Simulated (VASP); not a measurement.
Wanted: the native input for a VASP 6.6.1 run.

- Task: single point
- Functional: PBE
- Potentials or basis: VASP PAW PBE potentials, release 64 (Ni)
- Cutoff: 520 eV
- k mesh: 13 × 13 × 13
- Occupations: gaussian, width 0.026 eV
- Spin: collinear spin, ferromagnetic start
- Starting moments: [1.0] μB
- Further INCAR settings: ALGO = Fast; EDIFF = 1e-07

The structure of Ni lies in POSCAR:

```
Ni
1.0
    0.0000000000      1.7375729330      1.7375729330
    1.7375729330      0.0000000000      1.7375729330
    1.7375729330      1.7375729330      0.0000000000
Ni
1
Direct
    0.0000000000      0.0000000000      0.0000000000
```

These files were run (other wordings do the same):

INCAR

```
SYSTEM = Ni
  PREC = Accurate
  ENCUT = 520
  EDIFF = 1E-7
  ISMEAR = 0
  SIGMA = 0.026000000000000002
  LREAL = .False.
  LASPH = .True.
  NELM = 120
  ALGO = Fast
  ISIF = 2
  LWAVE = .False.
  LCHARG = .True.
  ISPIN = 2
  MAGMOM = 1
  LORBIT = 11
  LMAXMIX = 4
  GGA = PE
  LELF = .True.
  LVHAR = .True.
```

KPOINTS

```
regular mesh
0
Gamma
  13 13 13
  0 0 0
```

Potentials or basis: VASP PAW PBE potentials, release 64 (Ni).

Run with:

```bash
$ cat potpaw_PBE.64/Ni/POTCAR > POTCAR
$ mpirun -np 1 vasp_std > vasp.out
```

Results of the run:

* Pressure: 7.8 GPa
* Band gap on the k mesh: none (metal or under the smearing width)
* Net moment: 0.62 μB per cell
* Site moments: Ni +0.63 μB
* Valence electrons inside the program's atomic spheres: Ni 9.38

It took 13 s on 1 thread of Intel(R) Xeon(R) Platinum 8488C (Sapphire Rapids), with other jobs on the host, peak memory 0.13 GiB.
